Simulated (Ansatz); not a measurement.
Structure: Mg₂Si (Fm-3m) from a database of computed structures, at its r2SCAN minimum. Space group Fm-3m (No. 225), cubic; a = 6.338 Å in the conventional setting, 21.22 Å³ an atom. Around Mg lie 4 Si at 2.74 Å; around Si lie 8 Mg at 2.74 Å.

```
Mg Si
1.0
     0.00000    3.16897    3.16897
     3.16897    0.00000    3.16897
     3.16897    3.16897    0.00000
Mg Si
2 1
Direct
  0.25000 0.25000 0.25000
  0.75000 0.75000 0.75000
  0.00000 0.00000 0.00000
```

The questions ask for values computed with the plane-wave code Ansatz on this geometry. The values are computed, spin-unpolarised, and not measurements.

Given (8×8×8 mesh): LDA gives an indirect gap of 0.16 eV, from Γ to X; the least direct gap is 1.77 eV at Γ.

**Question.** Estimate the gap with PBE on 8×8×8.

**Answer.** With PBE the valence top lies at Γ and the conduction bottom at X, 0.20 eV higher; the smallest vertical gap, at Γ, is 1.91 eV. The gap differs by +0.04 eV from LDA's.

**Question.** Estimate the gap with r2SCAN on 8×8×8.

**Answer.** r2SCAN gives an indirect gap of 0.45 eV, from Γ to X; the least direct gap is 2.48 eV at X. The gap differs by +0.29 eV from LDA's.

**Question.** Estimate the gap with HSE06 on 6×6×6.

**Answer.** With HSE06 the valence top lies at Γ and the conduction bottom at X, 0.56 eV higher; the smallest vertical gap, at Γ, is 2.54 eV. The gap differs by +0.40 eV from LDA's.

**Question.** Estimate the gap with DDH-PBE0 on 6×6×6.

**Answer.** The DDH-PBE0 gap is indirect, 0.44 eV (Γ to X), below the direct gap of 2.23 eV at Γ. The share of exact exchange is 0.066. The gap differs by +0.28 eV from LDA's.

**Question.** Roughly how does the cost of the LDA run (8×8×8) compare with r2SCAN's (8×8×8)?

**Answer.** About 0.4 times as much (1.4 core-seconds against 4 core-seconds, on 2 threads of Intel(R) Xeon(R) Platinum 8488C (Sapphire Rapids), on a shared host).

**Question.** Relaxed again with PBEsol, is the cell stable at the zone centre, and where do its optical modes lie?

**Answer.** All optical modes at Γ are real, from 260 to 280 cm⁻¹ without the longitudinal term; this says nothing of other wave vectors. With the long-range field the highest mode reaches 341 cm⁻¹. By the program's warning the force constants, and with them frequencies and ε⁰, aren't converged on this mesh.

Gaps or overlaps of about a tenth of an eV are at the limit of these meshes: between the points read a gap can be smaller or closed.

The meshes of the hybrids are coarse, so their gaps aren't converged to the digits shown.
